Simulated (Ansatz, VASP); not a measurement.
Os: VASP beside Ansatz

```
CELL_PARAMETERS angstrom
0.00000 1.91592 1.91592
1.91592 0.00000 1.91592
1.91592 1.91592 0.00000
ATOMIC_POSITIONS crystal
Os 0.00000 0.00000 0.00000
```

Alike in both runs: functional r2SCAN; k mesh 18 × 18 × 18; occupations gaussian, width 0.1 eV; no spin polarisation.

Ansatz relaxed the structure, and its values are those at the end. VASP's run is a single point on that final structure, the one shown.

```csv
,VASP,Ansatz
version,VASP 6.6.1,Ansatz 0.2.0
potentials or method,"VASP PAW PBE potentials, release 64 (Os)","scalar-relativistic, plane waves, PAW"
plane-wave cutoff (eV),520,500
valence electrons in the cell,8,16
```

VASP gave:

- gap on the k mesh at the Fermi level (eV): none
- pressure (GPa): 1.0

Q: Estimate Ansatz's values.

A: gap on the k mesh at the Fermi level (eV): none; pressure (GPa): 0.0.

A gap of «none» marks a metal or a gap that the smearing closes. The two sets of potentials don't hold the same shells in valence.

Caveats: the PAW data sets were made with another functional, which shifts forces and pressure a little (VASP). The runs have no spin-orbit coupling, so splittings on Os are missing.
